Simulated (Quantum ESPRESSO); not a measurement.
# Sn (I4/mmm) in Quantum ESPRESSO: reference runs

Aim: a first look at Sn with PBE, on the cell as given and on a disturbed one.

All numbers are computed with Quantum ESPRESSO 7.5; they aren't measurements. Logs are shortened: lines on timing, memory, paths and dates and some standing lists are left out, and cuts for length are marked.

### Step 1. The structure

It takes space group I4/mmm (No. 139, tetragonal). The conventional cell has a = 4.058 Å, b = 4.058 Å, c = 3.322 Å, α = 90.00°, β = 90.00°, γ = 90.00°. Sn (site symmetry 4/mmm) has 10 Sn at 3.32 Å as nearest neighbours.

This isn't the form of Sn at room conditions, which is tetragonal (white tin).

### Step 2. Single point, PBE

pw.in reads:

```
&CONTROL
  calculation = 'scf'
  prefix = 'pwscf'
  outdir = './tmp'
  pseudo_dir = './pseudo'
  tprnfor = .true.
  tstress = .true.
  disk_io = 'nowf'
/
&SYSTEM
  ibrav = 0
  nat = 1
  ntyp = 1
  ecutwfc = 60
  ecutrho = 480
  nbnd = 13
  occupations = 'smearing'
  smearing = 'fd'
  degauss = 0.00367493
/
&ELECTRONS
  conv_thr = 2d-10
  electron_maxstep = 120
  mixing_beta = 0.5
/
ATOMIC_SPECIES
Sn   118.7100 Sn_pbe_v1.uspp.F.UPF
CELL_PARAMETERS angstrom
  -2.0291894110    2.0291894110    1.6607599896
   2.0291894110   -2.0291894110    1.6607599896
   2.0291894110    2.0291894110   -1.6607599896
ATOMIC_POSITIONS crystal
Sn     0.0000000000    0.0000000000    0.0000000000
K_POINTS automatic
10 10 10 0 0 0
```

Potentials or basis: SSSP 1.3 efficiency PBE.

Command:

```console
$ OMP_NUM_THREADS=1 pw.x -in pw.in > pw.out
```

pw.out:

```text
This program is part of the open-source Quantum ESPRESSO suite
     for quantum simulation of materials; please cite
[... 9 lines left out ...]
     --------------------
     sticks:   dense  smooth     PW     G-vecs:    dense   smooth      PW
     Sum        1285     649    241                32833    11599    2533

     Using Slab Decomposition

     bravais-lattice index     =            0
     lattice parameter (alat)  =       6.2656  a.u.
     unit-cell volume          =     184.5902 (a.u.)^3
     number of atoms/cell      =            1
     number of atomic types    =            1
     number of electrons       =        14.00
     number of Kohn-Sham states=           13
     kinetic-energy cutoff     =      60.0000  Ry
     charge density cutoff     =     480.0000  Ry
     scf convergence threshold =      2.0E-10
     mixing beta               =       0.5000
     number of iterations used =            8  plain     mixing
     Exchange-correlation= SLA  PW   PBE  PBE
                           (   1   4   3   4   0   0   0)

     celldm(1)=   6.265616  celldm(2)=   0.000000  celldm(3)=   0.000000
     celldm(4)=   0.000000  celldm(5)=   0.000000  celldm(6)=   0.000000

     crystal axes: (cart. coord. in units of alat)
               a(1) = (  -0.612009   0.612009   0.500890 )
               a(2) = (   0.612009  -0.612009   0.500890 )
               a(3) = (   0.612009   0.612009  -0.500890 )

     reciprocal axes: (cart. coord. in units 2 pi/alat)
               b(1) = (  0.000000  0.816982  0.998224 )
               b(2) = (  0.816982  0.000000  0.998224 )
               b(3) = (  0.816982  0.816982  0.000000 )

     PseudoPot. # 1 for Sn read from file:
     Sn_pbe_v1.uspp.F.UPF
     Pseudo is Ultrasoft + core correction, Zval = 14.0
     Generated by new atomic code, or converted to UPF format
     Using radial grid of  891 points,  6 beta functions with:
                l(1) =   0
                l(2) =   0
                l(3) =   1
                l(4) =   1
                l(5) =   2
                l(6) =   2
     Q(r) pseudized with  6 coefficients,  rinner =    1.200   1.200   1.200
                                                       1.200   1.200

     atomic species   valence    mass     pseudopotential
     Sn               14.00   118.71000     Sn( 1.00)

     16 Sym. Ops., with inversion, found

   Cartesian axes

     site n.     atom                  positions (alat units)
         1        Sn     tau(   1) = (   0.0000000   0.0000000   0.0000000  )

     number of k points=   102  Fermi-Dirac smearing, width (Ry)=  0.0037

     Number of k-points >= 100: set verbosity='high' to print them.

     Dense  grid:    32833 G-vectors     FFT dimensions: (  45,  45,  45)

     Smooth grid:    11599 G-vectors     FFT dimensions: (  32,  32,  32)

     Initial potential from superposition of free atoms

     starting charge      13.0000, renormalised to      14.0000
     Starting wfcs are    9 randomized atomic wfcs +    4 random wfcs

     Self-consistent Calculation

     iteration #  1     ecut=    60.00 Ry     beta= 0.50
     Davidson diagonalization with overlap
     ethr =  1.00E-02,  avg # of iterations =  5.8

     total energy              =    -162.99756722 Ry
     estimated scf accuracy    <       1.08736189 Ry

     iteration #  2     ecut=    60.00 Ry     beta= 0.50
     Davidson diagonalization with overlap
     ethr =  7.77E-03,  avg # of iterations =  2.0

     total energy              =    -163.23570740 Ry
     estimated scf accuracy    <       0.00953615 Ry

     iteration #  3     ecut=    60.00 Ry     beta= 0.50
     Davidson diagonalization with overlap
     ethr =  6.81E-05,  avg # of iterations =  3.2

     total energy              =    -163.23648234 Ry
     estimated scf accuracy    <       0.00175757 Ry

     iteration #  4     ecut=    60.00 Ry     beta= 0.50
     Davidson diagonalization with overlap
     c_bands:  1 eigenvalues not converged
     ethr =  1.26E-05,  avg # of iterations =  2.2

     total energy              =    -163.23657244 Ry
     estimated scf accuracy    <       0.00002873 Ry

     iteration #  5     ecut=    60.00 Ry     beta= 0.50
     Davidson diagonalization with overlap
     c_bands:  1 eigenvalues not converged
     ethr =  2.05E-07,  avg # of iterations =  3.9

     total energy              =    -163.23658800 Ry
     estimated scf accuracy    <       0.00000395 Ry

     iteration #  6     ecut=    60.00 Ry     beta= 0.50
     Davidson diagonalization with overlap
     ethr =  2.82E-08,  avg # of iterations =  2.0

     total energy              =    -163.23658863 Ry
     estimated scf accuracy    <       0.00000005 Ry

     iteration #  7     ecut=    60.00 Ry     beta= 0.50
     Davidson diagonalization with overlap
     ethr =  3.85E-10,  avg # of iterations =  2.1

     total energy              =    -163.23658866 Ry
     estimated scf accuracy    <       0.00000001 Ry

     iteration #  8     ecut=    60.00 Ry     beta= 0.50
     Davidson diagonalization with overlap
     ethr =  8.08E-11,  avg # of iterations =  1.1

     total energy              =    -163.23658866 Ry
     estimated scf accuracy    <          1.7E-09 Ry

     iteration #  9     ecut=    60.00 Ry     beta= 0.50
     Davidson diagonalization with overlap
     ethr =  1.25E-11,  avg # of iterations =  2.0

     End of self-consistent calculation

     Number of k-points >= 100: set verbosity='high' to print the bands.

     the Fermi energy is    10.7329 ev

!    total energy              =    -163.23658866 Ry
     estimated scf accuracy    <          8.1E-12 Ry
     smearing contrib. (-TS)   =      -0.00034782 Ry
     internal energy E=F+TS    =    -163.23624084 Ry

     The total energy is F=E-TS. E is the sum of the following terms:
     one-electron contribution =     -53.53403137 Ry
     hartree contribution      =      37.12750034 Ry
     xc contribution           =     -47.56552960 Ry
     ewald contribution        =     -99.26418021 Ry

     convergence has been achieved in   9 iterations

     Forces acting on atoms (cartesian axes, Ry/au):

     atom    1 type  1   force =     0.00000000    0.00000000    0.00000000

     Total force =     0.000000     Total SCF correction =     0.000000

     Computing stress (Cartesian axis) and pressure

          total   stress  (Ry/bohr**3)                   (kbar)     P=        9.13
   0.00003253   0.00000000   0.00000000            4.78        0.00        0.00
   0.00000000   0.00003253   0.00000000            0.00        4.78        0.00
   0.00000000  -0.00000000   0.00012115            0.00       -0.00       17.82

=------------------------------------------------------------------------------=
   JOB DONE.
=------------------------------------------------------------------------------=
```

Run time: 20 s. Hardware: 1 thread of Intel Xeon Platinum 8488C (Sapphire Rapids), shared host; peak memory 0.17 GiB.

What came out:

* Free energy: -2220.9469 eV
* Pressure: 0.9 GPa
* Band gap on the k mesh: none (metal or under the smearing width)

### Step 3. Single point, PBE (cell strained at random at fixed volume)

Changes to pw.in since step 2:

```diff
@@ -28,7 +28,7 @@
 CELL_PARAMETERS angstrom
-  -2.0291894110    2.0291894110    1.6607599896
-   2.0291894110   -2.0291894110    1.6607599896
-   2.0291894110    2.0291894110   -1.6607599896
+  -1.9692270000    2.0562270000    1.6220070000
+   2.0445460000   -2.0389000000    1.6928640000
+   1.9785480000    2.0482210000   -1.6008370000
 ATOMIC_POSITIONS crystal
-Sn     0.0000000000    0.0000000000    0.0000000000
+Sn     0.0081510000    0.0011320000   -0.0006220000
 K_POINTS automatic
```

Potentials or basis: SSSP 1.3 efficiency PBE.

Command:

```console
$ OMP_NUM_THREADS=1 pw.x -in pw.in > pw.out
```

pw.out:

```text
This program is part of the open-source Quantum ESPRESSO suite
     for quantum simulation of materials; please cite
[... 6 lines left out ...]
     --------------------
     sticks:   dense  smooth     PW     G-vecs:    dense   smooth      PW
     Sum        1297     651    233                32775    11601    2459

     Using Slab Decomposition

     bravais-lattice index     =            0
     lattice parameter (alat)  =       6.1921  a.u.
     unit-cell volume          =     184.5902 (a.u.)^3
     number of atoms/cell      =            1
     number of atomic types    =            1
     number of electrons       =        14.00
     number of Kohn-Sham states=           13
     kinetic-energy cutoff     =      60.0000  Ry
     charge density cutoff     =     480.0000  Ry
     scf convergence threshold =      2.0E-10
     mixing beta               =       0.5000
     number of iterations used =            8  plain     mixing
     Exchange-correlation= SLA  PW   PBE  PBE
                           (   1   4   3   4   0   0   0)

     celldm(1)=   6.192085  celldm(2)=   0.000000  celldm(3)=   0.000000
     celldm(4)=   0.000000  celldm(5)=   0.000000  celldm(6)=   0.000000

     crystal axes: (cart. coord. in units of alat)
               a(1) = (  -0.600977   0.627528   0.495011 )
               a(2) = (   0.623963  -0.622240   0.516635 )
               a(3) = (   0.603821   0.625085  -0.488550 )

     reciprocal axes: (cart. coord. in units 2 pi/alat)
               b(1) = ( -0.024367  0.793307  0.984895 )
               b(2) = (  0.792291 -0.006805  0.970522 )
               b(3) = (  0.813147  0.796602 -0.022640 )

     PseudoPot. # 1 for Sn read from file:
     Sn_pbe_v1.uspp.F.UPF
     Pseudo is Ultrasoft + core correction, Zval = 14.0
     Generated by new atomic code, or converted to UPF format
     Using radial grid of  891 points,  6 beta functions with:
                l(1) =   0
                l(2) =   0
                l(3) =   1
                l(4) =   1
                l(5) =   2
                l(6) =   2
     Q(r) pseudized with  6 coefficients,  rinner =    1.200   1.200   1.200
                                                       1.200   1.200

     atomic species   valence    mass     pseudopotential
     Sn               14.00   118.71000     Sn( 1.00)

     No symmetry found

   Cartesian axes

     site n.     atom                  positions (alat units)
         1        Sn     tau(   1) = (  -0.0045678   0.0040218   0.0049235  )

     number of k points=   504  Fermi-Dirac smearing, width (Ry)=  0.0037

     Number of k-points >= 100: set verbosity='high' to print them.

     Dense  grid:    32775 G-vectors     FFT dimensions: (  45,  45,  45)

     Smooth grid:    11601 G-vectors     FFT dimensions: (  32,  32,  32)

     Initial potential from superposition of free atoms

     starting charge      13.0000, renormalised to      14.0000
     Starting wfcs are    9 randomized atomic wfcs +    4 random wfcs

     Self-consistent Calculation

     iteration #  1     ecut=    60.00 Ry     beta= 0.50
     Davidson diagonalization with overlap
     ethr =  1.00E-02,  avg # of iterations =  5.9

     total energy              =    -162.99702677 Ry
     estimated scf accuracy    <       1.08762258 Ry

     iteration #  2     ecut=    60.00 Ry     beta= 0.50
     Davidson diagonalization with overlap
     ethr =  7.77E-03,  avg # of iterations =  2.0

     total energy              =    -163.23556183 Ry
     estimated scf accuracy    <       0.00940595 Ry

     iteration #  3     ecut=    60.00 Ry     beta= 0.50
     Davidson diagonalization with overlap
     ethr =  6.72E-05,  avg # of iterations =  3.1

     total energy              =    -163.23634370 Ry
     estimated scf accuracy    <       0.00174065 Ry

     iteration #  4     ecut=    60.00 Ry     beta= 0.50
     Davidson diagonalization with overlap
     ethr =  1.24E-05,  avg # of iterations =  1.9

     total energy              =    -163.23643171 Ry
     estimated scf accuracy    <       0.00002883 Ry

     iteration #  5     ecut=    60.00 Ry     beta= 0.50
     Davidson diagonalization with overlap
     c_bands:  1 eigenvalues not converged
     c_bands:  1 eigenvalues not converged
     c_bands:  1 eigenvalues not converged
     c_bands:  1 eigenvalues not converged
     c_bands:  1 eigenvalues not converged
     ethr =  2.06E-07,  avg # of iterations =  3.7

     total energy              =    -163.23644737 Ry
     estimated scf accuracy    <       0.00000399 Ry

     iteration #  6     ecut=    60.00 Ry     beta= 0.50
     Davidson diagonalization with overlap
     ethr =  2.85E-08,  avg # of iterations =  2.1

     total energy              =    -163.23644799 Ry
     estimated scf accuracy    <       0.00000006 Ry

     iteration #  7     ecut=    60.00 Ry     beta= 0.50
     Davidson diagonalization with overlap
     ethr =  4.15E-10,  avg # of iterations =  2.0

     total energy              =    -163.23644803 Ry
     estimated scf accuracy    <          9.8E-09 Ry

     iteration #  8     ecut=    60.00 Ry     beta= 0.50
     Davidson diagonalization with overlap
     ethr =  7.02E-11,  avg # of iterations =  1.2

     total energy              =    -163.23644803 Ry
     estimated scf accuracy    <          1.7E-09 Ry

     iteration #  9     ecut=    60.00 Ry     beta= 0.50
     Davidson diagonalization with overlap
     ethr =  1.19E-11,  avg # of iterations =  2.0

     End of self-consistent calculation

     Number of k-points >= 100: set verbosity='high' to print the bands.

     the Fermi energy is    10.7631 ev

!    total energy              =    -163.23644803 Ry
     estimated scf accuracy    <          8.1E-12 Ry
     smearing contrib. (-TS)   =      -0.00030608 Ry
     internal energy E=F+TS    =    -163.23614194 Ry

     The total energy is F=E-TS. E is the sum of the following terms:
     one-electron contribution =     -53.57452684 Ry
     hartree contribution      =      37.14965000 Ry
     xc contribution           =     -47.56642194 Ry
     ewald contribution        =     -99.24484317 Ry

     convergence has been achieved in   9 iterations

     Forces acting on atoms (cartesian axes, Ry/au):

     atom    1 type  1   force =     0.00000000    0.00000000    0.00000000

     Total force =     0.000000     Total SCF correction =     0.000000

     Computing stress (Cartesian axis) and pressure

          total   stress  (Ry/bohr**3)                   (kbar)     P=       11.13
   0.00003610  -0.00001231  -0.00002178            5.31       -1.81       -3.20
  -0.00001231   0.00004681  -0.00000616           -1.81        6.89       -0.91
  -0.00002178  -0.00000616   0.00014408           -3.20       -0.91       21.20

=------------------------------------------------------------------------------=
   JOB DONE.
=------------------------------------------------------------------------------=
```

Run time: 82 s. Hardware: 1 thread of Intel Xeon Platinum 8488C (Sapphire Rapids), shared host; peak memory 0.29 GiB.

What came out:

```yaml
Free_energy: -2220.9450 eV
Pressure: 1.1 GPa
Band_gap_on_the_k_mesh: none (metal or under the smearing width)
```
